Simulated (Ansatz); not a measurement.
ZrB$_{2}$, DFT, PBE, PAW with Ansatz's default frozen-core files, scalar-relativistic (Ansatz 0.2.0), run on 1 thread of Arm Neoverse N1 on a shared host.

The cell is COD entry 1510856, as deposited and not checked against the literature; nothing was relaxed. The listed cell was then made from it by scaling, straining or moving an atom.

Command: `ansatz run input.yaml --threads 1 --pin off --max-ram 6144MiB --backend cpu --events-out ev --progress --plain --runs-dir out`

```yaml
crystal:
  lattice:
    - [3.1649998255, 0.0, 0.0]
    - [-1.5824999128, 2.7409702519, 0.0]
    - [0.0, 0.0, 3.4848]
  atoms:
    - { symbol: Zr, position: [0.0, 0.0, 0.0] }
    - { symbol: B, position: [0.3333333333, 0.6666666667, 0.5] }
    - { symbol: B, position: [0.6666666667, 0.3333333333, 0.5] }
kpoints:
  mp_grid: { grid: [12, 12, 9] }
scf:
  occupations: { method: fermi_dirac, width: 0.05 }
hamiltonian:
  xc: pbe
  pseudopotentials: { kind: paw }
output:
  forces: true
  stress: true
  eigenvalues: true
  efg: { contact_densities: true }
  write_density: true
  write_potential: true
  elf: true
  volumetric_format: npy
```

How large is the problem that the program sets up?

95 irreducible k-points, 563 plane waves at Γ, 13 bands.

About how long does it take, and how much memory does it use?

6.7 s of wall time for 6 SCF iterations, with a peak of 0.37 GiB. Times on shared machines scatter by tens of per cent.

And the same cell and mesh by crystal-made all-electron datasets, asked for forces, stress, eigenvalues, efg, on the same hardware?

15 s, peak memory 0.45 GiB.
